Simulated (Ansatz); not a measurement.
## Lattice dynamics at Γ of SrCl₂ (Fm-3m)

Perturbation theory with PBEsol in the plane-wave code Ansatz on the PBEsol cell, ground state and force constants on a 6×6×6 mesh. Spin-unpolarised throughout; all numbers are computed.

It is cubic, Fm-3m (No. 225); conventional cell a = 6.907 Å, 27.46 Å³ an atom. Sr has 8 Cl at 2.99 Å; Cl has 4 Sr at 2.99 Å.

```xyz
3
Lattice="0.0000 3.4535 3.4535 3.4535 0.0000 3.4535 3.4535 3.4535 0.0000" Properties=species:S:1:pos:R:3 pbc="T T T"
Sr    0.0000    0.0000    0.0000
Cl    1.7267    1.7267    1.7267
Cl    5.1802    5.1802    5.1802
```

Optical modes without the longitudinal term:
```csv
ω (cm⁻¹),degeneracy,"IR intensity, summed over the level ((D/Å)²/amu)"
141,3,10.98
180,3,0.00
```

The zone-centre optical frequencies run from 141 to 180 cm⁻¹, none imaginary (the rest of the zone wasn't tested). With the long-range field the highest mode reaches 226 cm⁻¹. Of the real levels 1 is infrared active, the strongest at 141 cm⁻¹.

ε∞: 3.02 in all directions. With the ions relaxed, ε⁰ is 7.8 in all directions. Born charges, averaged over directions: Sr +2.49, Cl -1.25 e.

With one polar mode in a cubic crystal the Lyddane-Sachs-Teller relation applies: (ω_LO/ω_TO)² = (226.4/140.8)² = 2.584, and ε⁰/ε∞ = 7.794/3.016 = 2.584. The refractive index √ε∞ is 1.74.

For comparison, on the r2SCAN cell the mean ε∞ is 2.77 with r2SCAN (ground state on 6×6×6; least gap 5.94 eV), 2.91 with PBE (ground state on 6×6×6; least gap 5.31 eV).
